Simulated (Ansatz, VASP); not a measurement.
# W in VASP and in Ansatz

INCAR

```
SYSTEM = W
PREC = Accurate ; ENCUT = 520
EDIFF = 1E-7 ; ISMEAR = -1
SIGMA = 0.05 ; LREAL = .FALSE.
LASPH = .TRUE. ; NELM = 80
ALGO = Normal ; ISIF = 2
LWAVE = .FALSE. ; LCHARG = .TRUE.
GGA = PE ; LELF = .TRUE.
LVHAR = .TRUE. ; NBANDS = 13
```

KPOINTS

```
regular mesh
0
G
  11 11 11
  0 0 0
```

The input POSCAR:

```
W
1.0
    0.0000000000      1.9885598007      1.9885598007
    1.9885598007      0.0000000000      1.9885598007
    1.9885598007      1.9885598007      0.0000000000
W
1
Direct
    0.0000000000      0.0000000000      0.0000000000
```

input.yaml

```yaml
crystal:
  lattice:
    - [0.0, 1.9885598007, 1.9885598007]
    - [1.9885598007, 0.0, 1.9885598007]
    - [1.9885598007, 1.9885598007, 0.0]
  atoms:
    - { symbol: W, position: [0.0, 0.0, 0.0] }
hamiltonian:
  xc: pbe
  pseudopotentials: { kind: paw, azcp: { folder: soft_1 } }
kpoints:
  mp_grid: { grid: [11, 11, 11] }
scf:
  occupations: { method: fermi_dirac, width: 0.05 }
output:
  forces: true
  stress: true
  eigenvalues: true
```

This isn't the form of W at room conditions, which is bcc.

Alike in both runs: task single point; functional PBE; k mesh 11 × 11 × 11; occupations fermi-dirac, width 0.05 eV; no spin polarisation.

|  | VASP | Ansatz |
| --- | --- | --- |
| version | VASP 6.6.1 | Ansatz 0.2.0 |
| potentials or method | VASP PAW PBE potentials, release 64 (W_sv) | Ansatz PAW soft_1 |
| plane-wave cutoff (eV) | 520 | 420 |
| valence electrons in the cell | 14 | 14 |

Ansatz gave:

- gap on the k mesh at the Fermi level (eV): none
- pressure (GPa): 14.4

**Question.** What did VASP give for the same quantities?

**Answer.** gap on the k mesh at the Fermi level (eV): none; pressure (GPa): 15.0.

A gap of «none» marks a metal or a gap that the smearing closes. The functional is the same, so the differences come from potentials, cutoffs and numerics.

Caveats: so large a pressure means that the cell lies far from this level's equilibrium, or that cutoff or potentials fall short (VASP). The runs have no spin-orbit coupling, so splittings on W are missing.
